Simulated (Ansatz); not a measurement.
## What moves the pressure of Sb?

```xyz
2
Lattice="3.3690 0.0000 0.0000 -1.6845 2.9176 0.0000 0.0000 0.0000 5.3300" Properties=species:S:1:pos:R:3 pbc="T T T"
Sb    0.0000    1.9451    1.3325
Sb    1.6845    0.9725    3.9975
```

Atoms are numbered in the order listed.

The cell is COD entry 1539203, as deposited and not checked against the literature; nothing was relaxed.

Computed with Ansatz 0.2.0, DFT, PBE, all-electron LAPW, scalar-relativistic.

Sampling and basis: a Γ-centred 12×12×7 k mesh, Fermi–Dirac smearing of 0.05 eV, basis error target 0.5 meV/atom, no spin polarisation.

Spin–orbit coupling is off unless a change turns it on.

In this reference run the pressure is 3.0 GPa (positive in compression). Each change below is made alone, on the same k mesh, with fractional coordinates held unless an atom is moved; x, y and z are the Cartesian axes.

(1) One change shifts the pressure by -3.2 GPa. Which?
A. volume scaled by 1.01
B. volume scaled by 1.02
C. volume scaled by 0.99
D. equal xy, yz and zx engineering shear strains of +2 %
E. functional lda
F. functional pbesol

## Answers

(1) F. The others give: volume scaled by 1.01, -0.7 GPa; equal xy, yz and zx engineering shear strains of +2 %, 0.0 GPa; volume scaled by 1.02, -1.4 GPa; functional lda, -4.4 GPa; volume scaled by 0.99, +0.8 GPa.
